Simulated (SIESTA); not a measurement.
# NaF (Villiaumite): equation of state with LDA

Crystal: NaF (Villiaumite).

```
Na F
1.0
     0.00000    2.32000    2.32000
     2.32000    0.00000    2.32000
     2.32000    2.32000    0.00000
Na F
1 1
Direct
  0.00000 0.00000 0.00000
  0.50000 0.50000 0.50000
```

- Program: SIESTA 5.4.2
- Task: equation of state
- Functional: LDA
- Potentials or basis: PseudoDojo 0.4 standard (LDA files)
- Basis: DZP (energy shift 0.003 Ry; two zetas on semicore shells)
- Grid cutoff: 800 Ry
- Energy shift: 0.003 Ry
- k mesh: 10 × 10 × 10
- Occupations: fermi-dirac, width 0.05 eV
- Spin: no spin polarisation

The equilibrium volume is 11.35 Å³/atom (rough: see the caveat). The bulk modulus is 66 GPa (rough).

Energy against volume, from the lowest point:
```tsv
volume (Å³/atom)	energy (meV/atom)
11.738	0.00
11.988	4.10
12.237	9.77
12.487	16.86
12.737	25.18
12.987	34.54
13.236	44.83
```

All runs of the series together: 3.9 min on 1 thread of Arm Neoverse V1 (shared host).

Caveat: the minimum lies outside the volumes run; the basis of atomic orbitals isn't converged, which shifts pressures, moduli and gaps.
